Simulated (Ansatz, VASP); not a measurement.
## One calculation of LiF, two programs

Contents of INCAR:

```
SYSTEM = LiF
PREC = Accurate
ENCUT = 520
EDIFF = 1E-6
ISMEAR = -1
SIGMA = 0.02
LREAL = .False.
LASPH = .True.
NELM = 100
ALGO = Normal
ISIF = 2
LWAVE = .False.
LCHARG = .False.
GGA = PE
NBANDS = 12
```

KPOINTS

```
regular mesh
0
Gamma
  10 10 10
  0 0 0
```

Contents of POSCAR:

```
LiF
1.0
   -0.0338848467      2.1446105480      2.1446105480
    2.1446105480     -0.0338848467      2.1446105480
    2.1107257013      2.1107257013      0.0000000000
Li F
1 1
Direct
   -0.0030721240     -0.0030721240      0.0030721240
    0.2530721240      0.2530721240      0.2469278760
```

Input for Ansatz:

```yaml
crystal:
  lattice:
    - [-0.0338848467, 2.144610548, 2.144610548]
    - [2.144610548, -0.0338848467, 2.144610548]
    - [2.1107257013, 2.1107257013, 0.0]
  atoms:
    - { symbol: Li, position: [-0.003072124, -0.003072124, 0.003072124] }
    - { symbol: F, position: [0.253072124, 0.253072124, 0.246927876] }
kpoints:
  mp_grid: { grid: [10, 10, 10] }
  band_path:
    path:
      - [0.0, 0.0, 0.0]
      - [-0.5, -0.5, 0.0]
      - [-0.375, -0.375, 0.25]
      - [-0.375, 0.0, 0.375]
      - [0.0, 0.0, 0.5]
      - [-0.5, -0.25, 0.25]
      - [-0.002604, -0.002604, 0.0]
    npoints: 1
hamiltonian:
  xc: pbe
scf:
  occupations: { method: fermi_dirac, width: 0.02 }
  n_extra_bands: 4
output:
  forces: true
  stress: true
  eigenvalues: true
  write_density: true
  write_potential: true
  elf: true
  volumetric_format: npy
```

Change from the starting cell: shear_xy strain -3.2%.

Alike in both runs: task single point; functional PBE; k mesh 10 × 10 × 10; occupations fermi-dirac, width 0.02 eV; no spin polarisation.

```csv
,VASP,Ansatz
version,VASP 6.6.1,Ansatz 0.2.0
potentials or method,"VASP PAW PBE potentials, release 64 (Li_sv, F)","plane waves, PAW"
plane-wave cutoff (eV),520,420
valence electrons in the cell,10,10
```

Ansatz gave:

| Property | Result |
| --- | --- |
| gap on the k mesh at the Fermi level (eV) | 7.87 |

Q: What did VASP give for the same quantities?

A: gap on the k mesh at the Fermi level (eV): 7.85.

 A k mesh can miss the band edges.
